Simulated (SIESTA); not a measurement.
MnO2 under changes of volume

One of the cells (9.438 Å³/atom); the others are scaled copies at fixed shape and fractional positions:

```
Mn O
1.0
     4.42956    0.00000    0.00000
     0.00000    4.42956    0.00000
     0.00000    0.00000    2.88607
Mn O
2 4
Direct
  0.50000 0.50000 0.50000
  0.00000 0.00000 0.00000
  0.80492 0.19508 0.50000
  0.69508 0.69508 0.00000
  0.19508 0.80492 0.50000
  0.30492 0.30492 0.00000
```

The cell is a database's computed one.

```yaml
Program: SIESTA 5.4.2
Functional: PBEsol
Potentials_or_basis: PseudoDojo 0.4 standard (PBEsol files)
Basis: DZP (energy shift 0.003 Ry; two zetas on semicore shells)
Grid_cutoff: 800 Ry
Energy_shift: 0.003 Ry
k_mesh: 6 × 6 × 9
Occupations: fermi-dirac, width 0.05 eV
Spin: collinear spin, ferromagnetic start
Starting_moments: "[4.0, 4.0, 0.0, 0.0, 0.0, 0.0] μB"
```

| volume (Å³/atom) | energy over the lowest point (meV/atom) | pressure (GPa) | moment (μB per cell) | largest force (eV/Å) |
| --- | --- | --- | --- | --- |
| 8.698 | 25.63 | 17.4 | 5.82 | 0.327 |
| 8.883 | 9.06 | 10.8 | 5.88 | 0.202 |
| 9.068 | 0.00 | 4.8 | 5.92 | 0.086 |
| 9.438 | 0.46 | -4.8 | 5.99 | 0.088 |
| 9.623 | ? | ? | ? | ? |
| 9.808 | 21.28 | -12.7 | 6.00 | 0.238 |

What does the run at 9.623 Å³/atom give?

Energy over the lowest point 8.58 meV/atom; pressure -9.0 GPa; moment 6.00 μB per cell; largest force 0.165 eV/Å.

Worked out: A Birch-Murnaghan fit of order 3 (a polynomial in V^(-2/3)) to the other rows has its minimum at 9.24 Å³/atom with B0 = V·E''(V) = 250 GPa and B' = 5.3 at fixed shape and positions, which overstates the stiffness. It gives 8.65 meV/atom at 9.623 Å³/atom, against the run's 8.58, and -dE/dV = -9.1 GPa, against -9.0. A parabola through the other rows of the moment, of slope 0.0415 μB per Å³/atom there, gives 6.00 μB, against the run's 6.00.

Energies are extrapolated to zero smearing.

Caveats: short orbitals over semicore shells can move pressures by several GPa; the basis of atomic orbitals isn't converged, which shifts pressures, moduli and gaps; only a ferromagnetic start was run, and an antiferromagnetic order may lie lower in energy.
